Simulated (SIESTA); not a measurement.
**Fe in SIESTA: the effect of starting spin order**

Crystal: Fe.

```
Fe
1.0
     0.00000    1.94174    1.96511
     1.49844    0.00000    1.96511
     1.49844    1.94174    0.00000
Fe
1
Direct
  0.00000 0.00000 0.00000
```

Alike in all runs:

- Program: SIESTA 5.4.2
- Task: single point
- Functional: PBEsol
- Potentials or basis: PseudoDojo 0.4 standard (PBEsol files)
- Basis: DZP (energy shift 0.003 Ry; two zetas on semicore shells)
- Grid cutoff: 800 Ry
- Energy shift: 0.003 Ry
- k mesh: 13 × 13 × 13
- Occupations: fermi-dirac, width 0.05 eV

| starting spin order | spin | starting moments | energy over the lowest run (meV/atom) | final net moment (μB) | final largest site moment (μB) |
| --- | --- | --- | --- | --- | --- |
| nm | collinear spin, zero start | [0.0] μB | ? | ? | ? |
| fm | collinear spin, ferromagnetic start | [3.0] μB | 0.0 | 2.25 | 2.25 |
| fm_larger | collinear spin, fm_larger start | [4.5] μB | 0.0 | 2.25 | 2.25 |
| afm | collinear spin, ferromagnetic start | [3.0] μB | 0.0 | 2.25 | 2.25 |

Q: What does the run with starting spin order nm give?

A: Energy over the lowest run 498.1 meV/atom; final net moment 0.00 μB; final largest site moment 0.00 μB.
